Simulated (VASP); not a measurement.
Given:

```
CELL_PARAMETERS angstrom
      0.00000     3.11100     3.11100
      3.11100     0.00000     3.11100
      3.11100     3.11100     0.00000
ATOMIC_POSITIONS crystal
  Zn 0.98875 0.01125 0.02732
  Te 0.25000 0.25000 0.25000
```

Method: PBE GGA, VASP's PBE PAW potentials (set 64) (plane waves; VASP 6.6.1). Numerical set-up: 400 eV cut-off, 6×6×6 Γ-centred mesh, Gaussian smearing of 0.050 eV, potentials Zn Te.

Energy and stress use the plane-wave basis of the starting cell.

### Question
The ions, cell shape and volume are relaxed. Give the cell that the relaxation ends in.

### Answer

```
CELL_PARAMETERS angstrom
     -0.00060     3.08892     3.08951
      3.08680    -0.00049     3.08963
      3.08613     3.08825     0.00054
ATOMIC_POSITIONS crystal
  Zn 0.99415 0.00554 0.01399
  Te 0.24460 0.25571 0.26333
```
Space group F-43m (216), at a tolerance of 0.03 Å.

### Question
How do energy and volume change from the first to the last step?

### Answer
The energy (σ→0) changes by -19.8 meV/atom and the volume by -2.2 %, in 11 ionic steps.

```json
[
 {"step": "1", "E(σ→0) (eV)": "-5.1408", "max force (eV/Å)": "0.560", "pressure (GPa)": "-0.59", "volume (Å³)": "60.22"},
 {"step": "2", "E(σ→0) (eV)": "-5.1703", "max force (eV/Å)": "0.238", "pressure (GPa)": "-0.25", "volume (Å³)": "59.24"},
 {"step": "3", "E(σ→0) (eV)": "-5.1723", "max force (eV/Å)": "0.142", "pressure (GPa)": "0.01", "volume (Å³)": "58.92"},
 {"step": "4", "E(σ→0) (eV)": "-5.1769", "max force (eV/Å)": "0.077", "pressure (GPa)": "0.06", "volume (Å³)": "58.81"},
 {"step": "5", "E(σ→0) (eV)": "-5.1788", "max force (eV/Å)": "0.047", "pressure (GPa)": "0.16", "volume (Å³)": "58.70"},
 {"step": "6", "E(σ→0) (eV)": "-5.1788", "max force (eV/Å)": "0.052", "pressure (GPa)": "0.20", "volume (Å³)": "58.68"},
 {"step": "7", "E(σ→0) (eV)": "-5.1804", "max force (eV/Å)": "0.018", "pressure (GPa)": "-0.08", "volume (Å³)": "59.03"},
 {"step": "8", "E(σ→0) (eV)": "-5.1804", "max force (eV/Å)": "0.018", "pressure (GPa)": "-0.09", "volume (Å³)": "59.04"},
 {"step": "9", "E(σ→0) (eV)": "-5.1805", "max force (eV/Å)": "0.011", "pressure (GPa)": "-0.01", "volume (Å³)": "58.88"},
 {"step": "10", "E(σ→0) (eV)": "-5.1805", "max force (eV/Å)": "0.011", "pressure (GPa)": "0.02", "volume (Å³)": "58.88"},
 {"step": "11", "E(σ→0) (eV)": "-5.1805", "max force (eV/Å)": "0.010", "pressure (GPa)": "0.00", "volume (Å³)": "58.91"}
]
```

The compound is ZnTe in the zinc blende structure. In the starting cell atoms are displaced from their ideal sites. This run relaxes it.
